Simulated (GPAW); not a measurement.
## LiH (Fm-3m): G0W0 on several meshes in GPAW

Wanted: mesh dependence and cost of G0W0 for LiH (Fm-3m).

Method: PBE and many-body steps on it, plane waves, in GPAW 26.7.0.

The database entry behind the starting cell differs from later determinations by our own check (the deuteride, about 0.2 % short), so it need not match the best structure at ambient conditions.

### Step 1. Starting point

Symmetry: Fm-3m, No. 225, cubic system. The conventional cell has a = 4.074 Å, b = 4.074 Å, c = 4.074 Å, α = 90.00°, β = 90.00°, γ = 90.00°. Li has 6 H at 2.04 Å nearest. H has 6 Li at 2.04 Å nearest. Farther neighbours are not listed.

Structure file:

```xyz
2
Lattice="0.0000 2.0368 2.0368 2.0368 0.0000 2.0368 2.0368 2.0368 0.0000" Properties=species:S:1:pos:R:3 pbc="T T T"
Li    0.0000    0.0000    0.0000
H     2.0368    2.0368    2.0368
```

The cell and positions come from the Crystallography Open Database and are kept as given unless a step says otherwise.

### Step 2. Empty states on the mesh, 8×8×8 mesh, 261 bands

This step: GPAW 26.7.0; DFT, PBE, plane waves, PAW.

The sums over transitions need many empty states on a uniform mesh; this step solves for them.

Contents of run.py:

```python
import json
import numpy as np
from gpaw.mpi import world
from gpaw import GPAW

calc = GPAW('gs.gpw').fixed_density(kpts={'size': (8, 8, 8), 'gamma': True},
    parallel={'domain': 1, 'band': 1},
    txt='nscf.txt')
calc.diagonalize_full_hamiltonian(nbands=261)
calc.write('full.gpw', mode='all')
res = {}
kpts = calc.get_ibz_k_points()
res['kpts'] = kpts
res['eigenvalues'] = [calc.get_eigenvalues(kpt=k) for k in range(len(kpts))]
res['n_electrons'] = calc.get_number_of_electrons()

if world.rank == 0:
    with open('result.json', 'w') as f:
        json.dump(res, f, default=lambda x: x.tolist())
```

The run is started by

```bash
> mpirun -n 4 gpaw python run.py
```

Numbers of over 12 decimals in the logs are rounded to 6 here.

The log of the run:

```text
Diagonalizing LCAO Hamiltonian
Converting LCAO to pw mode
convergence criteria:
- Maximum integral of absolute [eigenst]ate change: 4e-08 eV^2 / valence electron
maximum number of iterations: 100

SCF iterations
|iter     |     time |      energy | eigst |  dens |
|iter:   1|  |             | +2.45 |       |
|iter:   2|  |             | +0.37 |       |
|iter:   3|  |             | -2.09 |       |
|iter:   4|  |             | -4.71 |       |
|iter:   5|  |             | -7.16 |       |
|iter:   6|  |             | -8.39c|       |
SCF steps: 6
  __  _  _
 | _ |_)|_||  |
 |__||  | ||/\| - 26.7.0

Input parameters:
  mode=PW(ecut=600.0),
  convergence={'density': 1e-06, 'bands': -3},
  gpts=array([18, 18, 18]),
  kpts=MonkhorstPack(size=(8, 8, 8), gamma=True),
  maxiter=100,
  nbands=8,
  occupations=Occupations(name='fermi-dirac', width=0.001, fixmagmom=False),
  parallel={'domain': 1, 'band': 1},
  xc=XC(name='PBE')
Matrix size: 570x570
# Writing to full.gpw (mode='all')
  [... matrices ...]

timing:  # [seconds]
  Total: 2.532  # ━━━━━━━━━━━━━━━━━━━━━━━━━━━━━━━━━━━━━━━━━━━━━━━━━━━━━━━━━━━
```

Elapsed: 5.3 s, on 4 MPI ranks of Arm Neoverse V2, shared host; peak memory 0.75 GiB; 21 s of CPU time.

Numbers from this step:

- gap: 2.999 eV
- k of the valence top: 0.5, 0.5, 0
- k of the conduction bottom: 0.5, 0.5, 0
- least direct gap: 2.999 eV
- k points computed: 29
- lowest point of the top converged band, above the valence top: 338.7529 eV

On this mesh the gap is 2.999 eV.

### Step 3. 8×8×8

Now the one-shot GW correction: screening in the RPA, then the self-energy of the levels asked for.

This step: G0W0 on PBE, plane waves, PAW.

Contents of run.py:

```python
import json
import numpy as np
from gpaw.mpi import world
from gpaw.response.g0w0 import G0W0

gw = G0W0('full.gpw',
    filename='gw',
    kpts=[0, 24],
    bands=(0, 3),
    ecut=210,
    nbands=116,
    integrate_gamma='WS',
    ppa=True)
gw.calculate()
res = {mode: {k: v for k, v in r.items() if k != 'sigma_eskwn'}
       for mode, r in gw.all_results.items()}

if world.rank == 0:
    with open('result.json', 'w') as f:
        json.dump(res, f, default=lambda x: x.tolist())
```

The run is started by

```bash
> mpirun -n 4 gpaw python run.py
```

The log of the run:

```text
Using integrator: PointIntegrator
FrequencyGridDescriptor(from 0.000+0.000j to 0.000+27.211j eV, 2 points)
Nonperiodic BCs:  [False False False]
Using integrator: PointIntegrator
FrequencyGridDescriptor(from 0.000+0.000j to 0.000+27.211j eV, 2 points)
Nonperiodic BCs:  [False False False]
  ___  _ _ _
 |   || | | |
 | | || | | |
 |__ ||_____|
 |___|

BZ k-points: Symmetries present (total): 48

  [... matrices ...]
512 k-points: 8 x 8 x 8 Monkhorst-Pack grid + [1/16,1/16,1/16]
29 k-points in the irreducible part of the Brillouin zone
       k-points in crystal coordinates                weights
   0:     0.00000000    0.00000000    0.00000000          1/512
   1:     0.12500000    0.12500000    0.00000000          6/512
   2:     0.12500000    0.12500000    0.12500000          8/512
   3:     0.25000000    0.12500000    0.12500000         12/512
   4:     0.25000000    0.25000000    0.00000000          6/512
   5:     0.25000000    0.25000000    0.12500000         24/512
   6:     0.25000000    0.25000000    0.25000000          8/512
   7:     0.37500000    0.25000000   -0.37500000         24/512
   8:     0.37500000    0.25000000    0.12500000         24/512
   9:     0.37500000    0.25000000    0.25000000         24/512
          ...
  28:     0.50000000    0.50000000    0.50000000          4/512

Distributing spins, k-points and bands (1 x 2 x 3) over 4 processes
Number of blocks: 1

Quasi particle states:
k-points (IBZ indices): [0, 24]
Band range: (0, 3)
  [... matrices ...]
Computational parameters:
Plane wave cut-off: 210 eV
Number of bands: 116
Coulomb cutoff: None
Broadening: 0.1 eV

fxc modes: GW
Kernel: RPA
Using Godby-Needs plasmon-pole approximation:
  Fitting energy: i*E0, E0 = 1.000 Hartree
Summing all q:

Calculating screened Coulomb potential
No Coulomb truncation
FrequencyGridDescriptor(from 0.000+0.000j to 0.000+27.211j eV, 2 points)
Removing empty qpoint cache files...

Calculating chi0 body with:
    Ground state adapter containing:
    Number of spins: 1
    Number of kpoints: 512
    Number of irreducible kpoints: 29
    Number of completely occupied states: 1
    Number of partially occupied states: 1
    Occupied states memory: 0.088989 M / cpu

    Linear response parametrization:
    q_c: [0.0, 0.0, 0.0]
    Number of frequency points: 2
    Planewave cutoff: 210.0
    Number of bands: 116
    Number of planewaves: 113
    Broadening (eta): 1e-06
    comm.size: 4
    kncomm.size: 4
    blockcomm.size: 1

    Memory estimate of potentially large arrays:
        chi0_wGG: 0.389679 M / cpu
Integrating chi0 body.

Symmetries of q_c:
    Direct symmetries (Uq -> q): 48
    Indirect symmetries (TUq -> q): 0
In total 48 allowed symmetries.

  [... matrices ...]
29 groups of equivalent kpoints. 94.3359375% reduction.

Integral kind: response function
Integrating chi0 head and wings.

Symmetries of q_c:
    Direct symmetries (Uq -> q): 48
    Indirect symmetries (TUq -> q): 0
In total 48 allowed symmetries.

  [... matrices ...]
29 groups of equivalent kpoints. 94.3359375% reduction.

Integral kind: response function wings

Calculating chi0 body with:
    Ground state adapter containing:
    Number of spins: 1
    Number of kpoints: 512
    Number of irreducible kpoints: 29
    Number of completely occupied states: 1
    Number of partially occupied states: 1
    Occupied states memory: 0.088989 M / cpu

[... the further q-points ...]

Results:
f:      Occupation numbers
eps:     KS-eigenvalues [eV]
vxc:     KS vxc [eV]
exx:     Exact exchange [eV]
sigma:   Self-energies [eV]
dsigma:  Self-energy derivatives
Z:       Renormalization factors
qp:      QP-energies [eV]

k-point 0 (0): (0.000, 0.000, 0.000)                GW
band       f     eps     vxc     exx   sigma  dsigma       Z      qp
                                                                   GW
   0   1.000  -5.649  -9.929 -15.692   3.300  -0.405   0.712  -7.403
   1   0.000  15.084 -11.919  -4.899  -6.249  -0.454   0.688  15.614
   2   0.000  17.137  -8.503  -2.285  -5.231  -0.455   0.687  17.815

k-point 1 (24): (0.500, 0.500, 0.000)                GW
band       f     eps     vxc     exx   sigma  dsigma       Z      qp
                                                                   GW
   0   1.000  -0.369 -11.348 -14.549   1.331  -0.293   0.774  -1.816
   1   0.000   2.629  -7.632  -3.729  -3.200  -0.228   0.815   3.202
   2   0.000  10.217  -8.083  -2.612  -4.403  -0.281   0.780  11.051
```

The job ended after 2.1 min (4 MPI ranks; peak memory 0.84 GiB; 8.4 min of CPU time).

This step gave:

| Quantity | Value |
| --- | --- |
| G0W0 gap on the points computed | 5.017 eV |
| least direct G0W0 gap on the computed points | 5.017 eV |
| Z at the valence top | 0.7736 |
| Z at the conduction bottom | 0.8146 |
| starting gap on the mesh | 2.999 eV |
| k of the valence top | 0.5, 0.5, 0 |
| k of the conduction bottom | 0.5, 0.5, 0 |

The gap on the mesh goes from 3.00 eV to 5.02 eV, a correction of +2.02 eV.

### Step 4. Empty states on the mesh, 6×6×6 mesh, 126 bands

This step: DFT, PBE, plane waves, PAW.

Contents of run.py:

```python
import json
import numpy as np
from gpaw.mpi import world
from gpaw import GPAW

calc = GPAW('gs.gpw').fixed_density(kpts={'size': (6, 6, 6), 'gamma': True},
    parallel={'domain': 1, 'band': 1},
    txt='nscf.txt')
calc.diagonalize_full_hamiltonian(nbands=126)
calc.write('full.gpw', mode='all')
res = {}
kpts = calc.get_ibz_k_points()
res['kpts'] = kpts
res['eigenvalues'] = [calc.get_eigenvalues(kpt=k) for k in range(len(kpts))]
res['n_electrons'] = calc.get_number_of_electrons()

if world.rank == 0:
    with open('result.json', 'w') as f:
        json.dump(res, f, default=lambda x: x.tolist())
```

The run is started by

```bash
> mpirun -n 4 gpaw python run.py
```

The log of the run:

```text
Diagonalizing LCAO Hamiltonian
Converting LCAO to pw mode
convergence criteria:
- Maximum integral of absolute [eigenst]ate change: 4e-08 eV^2 / valence electron
maximum number of iterations: 100

SCF iterations
|iter     |     time |      energy | eigst |  dens |
|iter:   1|  |             | +2.46 |       |
|iter:   2|  |             | +0.62 |       |
|iter:   3|  |             | -1.48 |       |
|iter:   4|  |             | -4.09 |       |
|iter:   5|  |             | -7.01 |       |
|iter:   6|  |             | -8.37c|       |
SCF steps: 6
  __  _  _
 | _ |_)|_||  |
 |__||  | ||/\| - 26.7.0

Input parameters:
  mode=PW(ecut=600.0),
  convergence={'density': 1e-06, 'bands': -3},
  gpts=array([18, 18, 18]),
  kpts=MonkhorstPack(size=(6, 6, 6), gamma=True),
  maxiter=100,
  nbands=8,
  occupations=Occupations(name='fermi-dirac', width=0.001, fixmagmom=False),
  parallel={'domain': 1, 'band': 1},
  xc=XC(name='PBE')
Matrix size: 564x564
# Writing to full.gpw (mode='all')
  [... matrices ...]

timing:  # [seconds]
  Total: 1.112  # ━━━━━━━━━━━━━━━━━━━━━━━━━━━━━━━━━━━━━━━━━━━━━━━━━━━━━━━━━━━
```

It took 3.8 s on 4 MPI ranks; peak memory 0.52 GiB.

Numbers from this step:

| Item | Value |
| --- | --- |
| gap | 2.999 eV |
| k of the valence top | 0.5, 0.5, 0 |
| k of the conduction bottom | 0.5, 0.5, 0 |
| least direct gap | 2.999 eV |
| k points computed | 16 |
| lowest point of the top converged band, above the valence top | 205.2616 eV |

On this mesh the gap is 2.999 eV.

### Step 5. 6×6×6

This step: G0W0 on PBE, plane waves, PAW.

Contents of run.py:

```python
import json
import numpy as np
from gpaw.mpi import world
from gpaw.response.g0w0 import G0W0

gw = G0W0('full.gpw',
    filename='gw',
    kpts=[0, 12],
    bands=(0, 3),
    ecut=210,
    nbands=116,
    integrate_gamma='WS',
    ppa=True)
gw.calculate()
res = {mode: {k: v for k, v in r.items() if k != 'sigma_eskwn'}
       for mode, r in gw.all_results.items()}

if world.rank == 0:
    with open('result.json', 'w') as f:
        json.dump(res, f, default=lambda x: x.tolist())
```

The run is started by

```bash
> mpirun -n 4 gpaw python run.py
```

The log of the run:

```text
Using integrator: PointIntegrator
FrequencyGridDescriptor(from 0.000+0.000j to 0.000+27.211j eV, 2 points)
Nonperiodic BCs:  [False False False]
Using integrator: PointIntegrator
FrequencyGridDescriptor(from 0.000+0.000j to 0.000+27.211j eV, 2 points)
Nonperiodic BCs:  [False False False]
  ___  _ _ _
 |   || | | |
 | | || | | |
 |__ ||_____|
 |___|

BZ k-points: Symmetries present (total): 48

  [... matrices ...]
216 k-points: 6 x 6 x 6 Monkhorst-Pack grid + [1/12,1/12,1/12]
16 k-points in the irreducible part of the Brillouin zone
       k-points in crystal coordinates                weights
   0:     0.00000000    0.00000000    0.00000000          1/216
   1:     0.16666667    0.16666667    0.00000000          6/216
   2:     0.16666667    0.16666667    0.16666667          8/216
[...]
9:     0.50000000    0.33333333   -0.16666667         12/216
          ...
  15:     0.50000000    0.50000000    0.50000000          4/216

Distributing spins, k-points and bands (1 x 2 x 3) over 4 processes
Number of blocks: 1

Quasi particle states:
k-points (IBZ indices): [0, 12]
Band range: (0, 3)
  [... matrices ...]
Computational parameters:
Plane wave cut-off: 210 eV
Number of bands: 116
Coulomb cutoff: None
Broadening: 0.1 eV

fxc modes: GW
Kernel: RPA
Using Godby-Needs plasmon-pole approximation:
  Fitting energy: i*E0, E0 = 1.000 Hartree
Summing all q:

Calculating screened Coulomb potential
No Coulomb truncation
FrequencyGridDescriptor(from 0.000+0.000j to 0.000+27.211j eV, 2 points)
Removing empty qpoint cache files...

Calculating chi0 body with:
    Ground state adapter containing:
    Number of spins: 1
    Number of kpoints: 216
    Number of irreducible kpoints: 16
    Number of completely occupied states: 1
[...]
Number of frequency points: 2
    Planewave cutoff: 210.0
    Number of bands: 116
    Number of planewaves: 113
    Broadening (eta): 1e-06
    comm.size: 4
    kncomm.size: 4
    blockcomm.size: 1

    Memory estimate of potentially large arrays:
        chi0_wGG: 0.389679 M / cpu
Integrating chi0 body.

Symmetries of q_c:
    Direct symmetries (Uq -> q): 48
    Indirect symmetries (TUq -> q): 0
In total 48 allowed symmetries.

  [... matrices ...]
16 groups of equivalent kpoints. 92.592593% reduction.

Integral kind: response function
Integrating chi0 head and wings.

Symmetries of q_c:
    Direct symmetries (Uq -> q): 48
    Indirect symmetries (TUq -> q): 0
In total 48 allowed symmetries.

  [... matrices ...]
16 groups of equivalent kpoints. 92.592593% reduction.

Integral kind: response function wings

Calculating chi0 body with:
    Ground state adapter containing:
    Number of spins: 1
    Number of kpoints: 216
    Number of irreducible kpoints: 16
    Number of completely occupied states: 1
    Number of partially occupied states: 1
[... the further q-points ...]

Results:
f:      Occupation numbers
eps:     KS-eigenvalues [eV]
vxc:     KS vxc [eV]
exx:     Exact exchange [eV]
sigma:   Self-energies [eV]
dsigma:  Self-energy derivatives
Z:       Renormalization factors
qp:      QP-energies [eV]

k-point 0 (0): (0.000, 0.000, 0.000)                GW
band       f     eps     vxc     exx   sigma  dsigma       Z      qp
                                                                   GW
   0   1.000  -5.649  -9.929 -15.693   3.346  -0.213   0.824  -7.642
   1   0.000  15.084 -11.919  -4.901  -6.244  -0.541   0.649  15.587
   2   0.000  17.137  -8.503  -2.285  -5.217  -0.424   0.702  17.841

k-point 1 (12): (0.500, 0.500, 0.000)                GW
band       f     eps     vxc     exx   sigma  dsigma       Z      qp
                                                                   GW
   0   1.000  -0.369 -11.348 -14.586   1.369  -0.294   0.773  -1.814
   1   0.000   2.629  -7.632  -3.700  -3.234  -0.229   0.813   3.197
   2   0.000  10.217  -8.083  -2.609  -4.415  -0.285   0.778  11.041
```

Elapsed: 43 s, on 4 MPI ranks; peak memory 0.71 GiB.

Numbers from this step:

| Property | Result |
| --- | --- |
| G0W0 gap on the points computed | 5.011 eV |
| least direct G0W0 gap on the computed points | 5.011 eV |
| Z at the valence top | 0.7728 |
| Z at the conduction bottom | 0.8134 |
| starting gap on the mesh | 2.999 eV |
| k of the valence top | 0.5, 0.5, 0 |
| k of the conduction bottom | 0.5, 0.5, 0 |

Against G0W0 in GPAW (8×8×8 mesh, 116 bands, screening to 210 eV, Godby-Needs plasmon pole), the gap moves by −0.007 eV.

### Step 6. Side by side

Times are wall times on 4 MPI ranks of Arm Neoverse V2, shared host, good to a factor of about two.

```
  run   mesh  bands  screening cutoff (eV)  DFT gap (eV)  gap on the mesh (eV)  direct (eV)     time
8×8×8  8×8×8    116                    210         2.999                 5.017        5.017  2.1 min
6×6×6  6×6×6    116                    210         2.999                 5.011        5.011     43 s
```

### Step 7. Results

```json
{
 "8×8×8": "5.017 eV",
 "6×6×6": "5.011 eV",
 "known limits": "not at the basis limit"
}
```

**Reading.** 6×6×6: −0.007 eV against 8×8×8. Bands and cutoff are finite, so the gap is not at the basis limit. The miss can reach some tenths of an eV and take either sign; the mesh is an error of its own. These stock PAW sets were not made for GW. In the G0W0 runs levels were corrected at 2 k points alone, so a gap called «on the mesh» is the least over those, and an edge elsewhere would be missed.

[Paths, hosts, dates, memory and timing lines, banners, echoed tables and standing remarks are left out of the program output.]

[Logs are printed without paths, hosts, clocks, repeated set-up lines and the standing remarks that a program may print on its own settings, such as how far it seeks lower states.]

[Runs of the session that timed out or met a known fault of the program may be left out.]

[Hosts, paths, dates, database ids (printed as entryN), source tags and the programs' standing remarks are cut or masked in the printed files.]
